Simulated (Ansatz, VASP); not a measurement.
**Two plane-wave programs on CdTe**

```
Cd Te
1.0
     0.00000    3.30869    3.30869
     3.30869    0.00000    3.30869
     3.30869    3.30869    0.00000
Cd Te
1 1
Direct
  0.00000 0.00000 0.00000
  0.25000 0.25000 0.25000
```

Alike in both runs: task relaxation of cell and atoms; functional PBE; k mesh 10 × 10 × 10; occupations gaussian, width 0.02 eV; no spin polarisation.

|  | VASP | Ansatz |
| --- | --- | --- |
| version | VASP 6.6.1 | Ansatz 0.2.0 |
| potentials or method | VASP PAW PBE potentials, release 64 (Cd, Te) | scalar-relativistic, plane waves, PAW |
| plane-wave cutoff (eV) | 600 | 420 |
| valence electrons in the cell | 18 | 36 |

|  | VASP | Ansatz | Ansatz less VASP |
| --- | --- | --- | --- |
| gap on the k mesh at the Fermi level, each at its own relaxed structure (eV) | 0.58 | 0.59 | +0.011 |
| relaxed volume (Å³/atom) | 36.32 | 36.22 | -0.100 |
| relaxed cell length with the largest relative difference (Å) | 4.683 | 4.679 | -0.0043 |

The two sets of potentials don't hold the same shells in valence.

Caveats: spin-orbit coupling is left out, which moves the levels of the heavy elements.
